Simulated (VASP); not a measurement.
# WSe2 in VASP: further runs

Aim: see how the results for WSe2 move with the level of theory and the settings. Levels: LDA, PBE. Tasks: work function.

Program: VASP 6.6.1. These are calculated values, not measurements. Logs are shortened: lines on timing, memory, paths and dates and some standing lists are left out, and cuts for length are marked.

## (1) The sheet as given

The cell holds a sheet with vacuum, 3 atoms: a = 3.282 Å, b = 3.282 Å, c = 21.350 Å, α = 90.00°, β = 90.00°, γ = 120.00°.

The cell was built by a generator and needn't be a form met in nature.

## (2) Work function, LDA

INCAR reads:

```
SYSTEM = WSe2
ALGO = Fast ; EDIFF = 1E-6
ENCUT = 520 ; ISIF = 2
ISMEAR = -1 ; LASPH = .TRUE.
LCHARG = .TRUE. ; LELF = .TRUE.
LREAL = .FALSE. ; LVACPOTAV = .TRUE.
LVHAR = .TRUE. ; LWAVE = .FALSE.
NELM = 100 ; PREC = Accurate
SIGMA = 0.05
```

KPOINTS reads:

```
k-points
0
G
  10 10 1
  0 0 0
```

POSCAR reads:

```
WSe2
1.0
    3.2820000000      0.0000000000      0.0000000000
   -1.6410000000      2.8422953752      0.0000000000
    0.0000000000      0.0000000000     21.3500000000
Se W
2 1
Direct
    0.6666666667      0.3333333333      0.4215456674
    0.6666666667      0.3333333333      0.5784543326
    0.3333333333      0.6666666667      0.5000000000
```

Potentials or basis: VASP PAW LDA potentials, release 64 (Se, W_sv).

Run with:

```bash
$ cat potpaw_LDA.64/Se/POTCAR potpaw_LDA.64/W_sv/POTCAR > POTCAR
$ mpirun -np 1 vasp_std > vasp.out
```

OUTCAR:

```text
SYSTEM = WSe2
   EDIFF = 1E-6
   ENCUT = 520
   ISIF = 2
   ISMEAR = -1
   LASPH = .TRUE.
   LREAL = .FALSE.
   NELM = 100
   PREC = Accurate

 ion  position               nearest neighbor table
   1  0.667  0.333  0.422-   3 2.53   3 2.53   3 2.53
   2  0.667  0.333  0.578-   3 2.53   3 2.53   3 2.53
   3  0.333  0.667  0.500-   1 2.53   2 2.53   1 2.53   2 2.53   1 2.53   2 2.53

  LATTYP: Found a hexagonal cell.
 ALAT       =     3.2820000000
 C/A-ratio  =     6.5051797684

  Lattice vectors:

 A1 = (   3.2820000000,   0.0000000000,   0.0000000000)
 A2 = (  -1.6410000000,   2.8422953752,   0.0000000000)
 A3 = (   0.0000000000,   0.0000000000,  21.3500000000)

Analysis of symmetry for initial positions (statically):
=====================================================================
 Subroutine PRICEL returns:
 Original cell was already a primitive cell.

 Routine SETGRP: Setting up the symmetry group for a
 hexagonal supercell.

 Subroutine GETGRP returns: Found 12 space group operations
 (whereof 12 operations were pure point group operations)
 out of a pool of 24 trial point group operations.

The static configuration has the point symmetry D_3h.

Analysis of symmetry for dynamics (positions and initial velocities):
=====================================================================
 Subroutine PRICEL returns:
 Original cell was already a primitive cell.

 Routine SETGRP: Setting up the symmetry group for a
 hexagonal supercell.

 Subroutine GETGRP returns: Found 12 space group operations
 (whereof 12 operations were pure point group operations)
 out of a pool of 24 trial point group operations.

The dynamic configuration has the point symmetry D_3h.

 Subroutine INISYM returns: Found 12 space group operations
 (whereof 12 operations are pure point group operations),
 and found     1 'primitive' translations

----------------------------------------------------------------------------------------

                                     Primitive cell

  volume of cell :     199.1616

  direct lattice vectors                    reciprocal lattice vectors
     3.282000000  0.000000000  0.000000000     0.304692261  0.175914159  0.000000000
    -1.641000000  2.842295375  0.000000000     0.000000000  0.351828318  0.000000000
     0.000000000  0.000000000 21.350000000     0.000000000  0.000000000  0.046838407

  length of vectors
     3.282000000  3.282000000 21.350000000     0.351828318  0.351828318  0.046838407

  position of ions in fractional coordinates (direct lattice)
     0.666666667  0.333333333  0.421545667
     0.666666667  0.333333333  0.578454333
     0.333333333  0.666666667  0.500000000

  ion indices of the primitive-cell ions
   primitive index   ion index
                 1           1
                 2           2
                 3           3

----------------------------------------------------------------------------------------

 KPOINTS: k-points

Automatic generation of k-mesh.
 Grid dimensions read from file:
 generate k-points for:   10   10    1

 Generating k-lattice:

  Cartesian coordinates                     Fractional coordinates (reciprocal lattice)
     0.030469226  0.017591416  0.000000000     0.100000000  0.000000000  0.000000000
     0.000000000  0.035182832  0.000000000     0.000000000  0.100000000  0.000000000
     0.000000000  0.000000000  0.046838407     0.000000000  0.000000000  1.000000000

  Length of vectors
     0.035182832  0.035182832  0.046838407

  Shift w.r.t. Gamma in fractional coordinates (k-lattice)
     0.000000000  0.000000000  0.000000000

 Subroutine IBZKPT returns following result:
 ===========================================

 Found     14 irreducible k-points:

 Following reciprocal coordinates:
            Coordinates               Weight
  0.000000  0.000000  0.000000      1.000000
  0.100000  0.000000  0.000000      6.000000
  0.200000  0.000000  0.000000      6.000000
  0.300000  0.000000  0.000000      6.000000
  0.400000 -0.000000  0.000000      6.000000
  0.500000  0.000000  0.000000      3.000000
  0.100000  0.100000  0.000000      6.000000
  0.200000  0.100000  0.000000     12.000000
  0.300000  0.100000  0.000000     12.000000
  0.400000  0.100000  0.000000     12.000000
  0.200000  0.200000  0.000000      6.000000
  0.300000  0.200000  0.000000     12.000000
  0.400000  0.200000  0.000000      6.000000
  0.300000  0.300000  0.000000      6.000000
   k-points           NKPTS =     14   k-points in BZ     NKDIM =     14   number of bands    NBANDS=     17
   number of dos      NEDOS =    301   number of ions     NIONS =      3
   total plane-waves  NPLWV =  92160
   dimension x,y,z NGX =    24 NGY =   24 NGZ =  160
   dimension x,y,z NGXF=    48 NGYF=   48 NGZF=  320
   ions per type =               2   1
   NGX,Y,Z   is equivalent  to a cutoff of  12.16, 12.16, 12.46 a.u.
   NGXF,Y,Z  is equivalent  to a cutoff of  24.31, 24.31, 24.92 a.u.
 SYSTEM =  WSe2
   PREC   = accura    normal or accurate (medium, high low for compatibility)
   ISTART =      0    job   : 0-new  1-cont  2-samecut
   ICHARG =      2    charge: 1-file 2-atom 10-const
   ISPIN  =      1    spin polarized calculation?
   LNONCOLLINEAR =      F non collinear calculations
   LSORBIT =      F    spin-orbit coupling
   LASPH  =      T    aspherical Exc in radial PAW
   ENCUT  =  520.0 eV  38.22 Ry    6.18 a.u.   6.10  6.10 39.70*2*pi/ulx,y,z
   NELM   =    100;   NELMIN=  2; NELMDL= -5     # of ELM steps
   EDIFF  = 0.1E-05   stopping-criterion for ELM
   LREAL  =      F    real-space projection
   EDIFFG = 0.1E-04   stopping-criterion for IOM
   NSW    =      0    number of steps for IOM
   IBRION =     -1    ionic relax: 0-MD 1-quasi-New 2-CG
   NFREE  =      0    steps in history (QN), initial steepest desc. (CG)
   ISIF   =      2    stress and relaxation
   ISYM   =      2    0-nonsym 1-usesym 2-fastsym
   POTIM  = 0.5000    time-step for ionic-motion
   TEBEG  =    0.0;   TEEND  =   0.0 temperature during run
   PSTRESS=    0.0 pullay stress
   NELECT =      26.0000    total number of electrons
   NUPDOWN=      -1.0000    fix difference up-down
   EMIN   =  10.00;   EMAX   =-10.00  energy-range for DOS
   EFERMI =   0.00;   METHOD = LEGACY
   ISMEAR =    -1;   SIGMA  =   0.05  broadening in eV -4-tet -1-fermi 0-gaus
   EFERMI_NEDOS =   21; number of points for ismear=-14 and -15
   IALGO  =     68    algorithm
   IMIX   =      4    mixing-type and parameters
     AMIX     =   0.40;   BMIX     =  1.00
     AMIX_MAG =   1.60;   BMIX_MAG =  1.00
  volume/ion in A,a.u.               =      66.39       448.00
  Fermi-wavevector in a.u.,A,eV,Ry     =   0.830483  1.569385  9.383965  0.689702
  Thomas-Fermi vector in A             =   1.943208
   LORBIT       =      0    0 simple, 1 ext, 2 COOP (PROOUT), +10 PAW based schemes
   GGA     = CA    functional components
   LHFCALC =     F    Hartree Fock is set to
   AEXX    =    0.0000 exact exchange contribution
   IVDW    =     0    specifies the selected vdW correction
   LEPSILON=     F    determine dielectric tensor
   LRPA    =     F    only Hartree local field effects (RPA)
 non-spin polarized calculation
 RMM-DIIS sequential band-by-band and
  energy-cutoff  :      520.00
  volume of cell :      199.16
 maximum number of plane-waves:      5414
   NGX = 13   NGY = 13   NGZ = 79

 number of electron      25.9999992 magnetization

 Free energy of the ion-electron system (eV)
  ---------------------------------------------------
  ext. energy  EPLUGINS =         0.00000000
  ---------------------------------------------------
  free energy    TOTEN  =       -24.11180657 eV

  energy without entropy =      -24.11180656  energy(sigma->0) =      -24.11180657

 E-fermi :  -1.1451     XC(G=0):  -3.8897

 val. band max:       -2.0595699130   @ k =   0.3000   0.3000   0.0000
 cond. band min:      -0.1908301632   @ k =   0.2000   0.2000   0.0000
 fundamental gap:      1.8687397498
 Fermi energy:        -1.1451396990

 k-point     1 :       0.0000    0.0000    0.0000
  band No.  band energies     occupation
      1     -75.4761      2.00000
      2     -39.9917      2.00000
      3     -39.8438      2.00000
      4     -39.8438      2.00000
      5     -16.7340      2.00000
      6     -15.4629      2.00000
[... 9 lines left out ...]
     16       1.2794      0.00000
     17       1.2806      0.00000

 k-point     2 :       0.1000    0.0000    0.0000
  band No.  band energies     occupation
      1     -75.4751      2.00000
      2     -39.9872      2.00000
      3     -39.8674      2.00000
      4     -39.8493      2.00000
      5     -16.5821      2.00000
      6     -15.3873      2.00000
[... 9 lines left out ...]
     16       1.0839      0.00000
     17       1.3486      0.00000

 k-point     3 :       0.2000    0.0000    0.0000
  band No.  band energies     occupation
      1     -75.4723      2.00000
      2     -39.9753      2.00000
      3     -39.9289      2.00000
      4     -39.8638      2.00000
      5     -16.1558      2.00000
      6     -15.1762      2.00000
[... 9 lines left out ...]
     16       0.6923      0.00000
     17       1.8565      0.00000

 k-point     4 :       0.3000    0.0000    0.0000
  band No.  band energies     occupation
      1     -75.4689      2.00000
      2     -40.0039      2.00000
      3     -39.9607      2.00000
      4     -39.8816      2.00000
      5     -15.5514      2.00000
      6     -14.8826      2.00000
[... 9 lines left out ...]
     16       1.1291      0.00000
     17       2.2707      0.00000
[... 143 lines left out ...]
      1     -75.4651      2.00000
      2     -40.0478      2.00000
      3     -39.9442      2.00000
      4     -39.9412      2.00000
      5     -14.7379      2.00000
      6     -14.4875      2.00000
[... 9 lines left out ...]
     16       1.1060      0.00000
     17       2.6174      0.00000

 k-point    13 :       0.4000    0.2000    0.0000
  band No.  band energies     occupation
      1     -75.4642      2.00000
      2     -40.0586      2.00000
      3     -39.9533      2.00000
      4     -39.9406      2.00000
      5     -14.5218      2.00000
      6     -14.3864      2.00000
[... 9 lines left out ...]
     16       1.2785      0.00000
     17       3.2129      0.00000

 k-point    14 :       0.3000    0.3000    0.0000
  band No.  band energies     occupation
      1     -75.4639      2.00000
      2     -40.0365      2.00000
      3     -39.9845      2.00000
      4     -39.9392      2.00000
      5     -14.4507      2.00000
      6     -14.3433      2.00000
[... 9 lines left out ...]
     16       1.4668      0.00000
     17       3.1369      0.00000

------------------------ aborting loop because EDIFF is reached ----------------------------------------

  FORCE on cell =-STRESS in cart. coord.  units (eV):
  Direction    XX          YY          ZZ          XY          YZ          ZX
  --------------------------------------------------------------------------------------
  -------------------------------------------------------------------------------------
  Total       -1.2129738     -1.2129738     -1.0800466      0.0000000      0.0000000      0.0000000
  in kB       -9.7578998     -9.7578998     -8.6885525      0.0000000      0.0000000      0.0000000
  external PRESSURE =      -9.4014507 kB  Pullay stress =       0.0000000 kB

 VOLUME and BASIS-vectors are now :
 -----------------------------------------------------------------------------
  energy-cutoff  :      520.00
  volume of cell :      199.16
      direct lattice vectors                 reciprocal lattice vectors
     3.282000000  0.000000000  0.000000000     0.304692261  0.175914159  0.000000000
    -1.641000000  2.842295375  0.000000000     0.000000000  0.351828318  0.000000000
     0.000000000  0.000000000 21.350000000     0.000000000  0.000000000  0.046838407

 POSITION                                       TOTAL-FORCE (eV/Angst)
 -----------------------------------------------------------------------------------
      1.64100      0.94743      9.00000         0.000000      0.000000      0.318790
      1.64100      0.94743     12.35000         0.000000     -0.000000     -0.318790
     -0.00000      1.89486     10.67500        -0.000000     -0.000000      0.000000
 -----------------------------------------------------------------------------------
    total drift:                               -0.000000      0.000000     -0.000000

  FREE ENERGIE OF THE ION-ELECTRON SYSTEM (eV)
  ---------------------------------------------------
  free  energy   TOTEN  =       -24.1118065666 eV

  energy  without entropy=      -24.1118065638  energy(sigma->0) =      -24.11180657
```

Wall time 32 s (1 thread of Intel Xeon Platinum 8488C (Sapphire Rapids), shared host); peak memory 0.25 GiB.

What came out:

| Item | Value |
| --- | --- |
| Free energy | -24.1118 eV |
| Largest force | 0.319 eV/Å |
| Band gap on the k mesh | 1.87 eV, indirect (least direct gap 1.95 eV) |

Forces on the atoms (eV/Å):
```
Se   0.000  0.000  0.319
Se   0.000  0.000 -0.319
W    0.000  0.000  0.000
```

Levels at points of the mesh, in eV from the valence-band top:
| k point | band 11 | band 12 | band 13 | band 14 | band 15 | band 16 |
| --- | --- | --- | --- | --- | --- | --- |
| (0.00, 0.00, 0.00) | -1.05 | -1.05 | -0.26 | 3.15 | 3.15 | 3.34 |
| (0.50, 0.00, 0.00) | -2.00 | -0.83 | -0.70 | 2.59 | 2.94 | 3.85 |

Caveat: spin-orbit coupling is left out, which moves the levels of the heavy elements. LDA gaps usually lie below the measured ones, often by a third to a half.

(Continued in part 2 of 2.)
